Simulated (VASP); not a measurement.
Crystal: NiO.

```
Ni O
1.0
     0.00000    2.08590    2.08590
     2.08590    0.00000    2.08590
     2.08590    2.08590    0.00000
Ni O
1 1
Direct
  0.00000 0.00000 0.00000
  0.50000 0.50000 0.50000
```

Base run:

```yaml
Program: VASP 6.6.1
Functional: AM05
Potentials_or_basis: VASP PAW PBE potentials, release 64 (Ni, O)
Cutoff: 520 eV
k_mesh: 11 × 11 × 11
Occupations: fermi-dirac, width 0.05 eV
Spin: collinear spin, ferromagnetic start
Starting_moments: "[1.0, 0.0] μB"
```

Its results: net moment 0.95 μB per cell.

Question: The run is repeated on the same cell with these changes: functional from AM05 to PBE; occupations from fermi-dirac, width 0.05 eV to gaussian, width 0.023 eV. What comes out?

Answer: Net moment 1.77 μB per cell; site moments Ni +1.45; O +0.27 μB.

Caveats: a cell with one magnetic atom can't hold antiferromagnetic order, which such compounds often take.
